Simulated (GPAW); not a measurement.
Input of a GPAW 26.7.0 run:

Contents of run.py:

```python
from ase.dft.bandgap import bandgap
from ase.io import read, write
from ase.units import GPa
from gpaw import GPAW, PW

atoms = read('POSCAR')

calc = GPAW(mode=PW(800),
            xc='RPBE',
            kpts={'size': (11, 11, 11), 'gamma': True},
            occupations={'name': 'methfessel-paxton', 'order': 0, 'width': 0.05},
            nbands=16,
            convergence={'density': 1e-05, 'energy': 1e-05},
            maxiter=150,
            txt='gpaw.txt')
atoms.calc = calc
energy = atoms.get_potential_energy()
forces = atoms.get_forces()
stress = atoms.get_stress()
calc.write('gs.gpw')
write('result.traj', atoms)
print(f'Energy: {energy:.6f} eV')
print('Forces (eV/A):')
print(forces.round(4))
print('Stress (GPa):', (stress / GPa).round(3))
print('Fermi level:', round(calc.get_fermi_level(), 4), 'eV')
print(f'Gap: {bandgap(calc)[0]:.4f} eV, direct: {bandgap(calc, direct=True)[0]:.4f} eV')
```

Contents of POSCAR:

```
MgO
1.0
    0.0000000000      2.0970013927      2.0970013927
    2.0970013927      0.0000000000      2.0970013927
    2.0970013927      2.0970013927      0.0000000000
Mg O
1 1
Direct
    0.0000000000      0.0000000000      0.0000000000
    0.5000000000      0.5000000000      0.5000000000
```

Potentials or basis: the program's PAW data sets (release 1.2.1) made for this functional, pw.

Run with:

```bash
$ OMP_NUM_THREADS=1 python run.py
```

**Question.** Predict the pressure.

**Answer.** 12.1 GPa.

**Question.** What does it give for the band gap on the k mesh?

**Answer.** 5.00 eV, direct.

**Experimental background.**

From “Electronic structure of alkaline earth and post-transition metal oxides”, 2009, arxiv:0908.1581, for a bulk crystal of MgO: band gap 7.83 eV.

Measured gap of MgO: 7.83 eV (quoted in “Electronic structure of alkaline earth and post-transition metal oxides”, 2009, arxiv:0908.1581). This calculation gives 5.00 eV (-2.83 eV). The value is that of RPBE, without temperature or zero-point motion. Semilocal functionals fall short of measured gaps as a rule. The cell is a database's relaxed one, not the measured one, which moves gaps too.
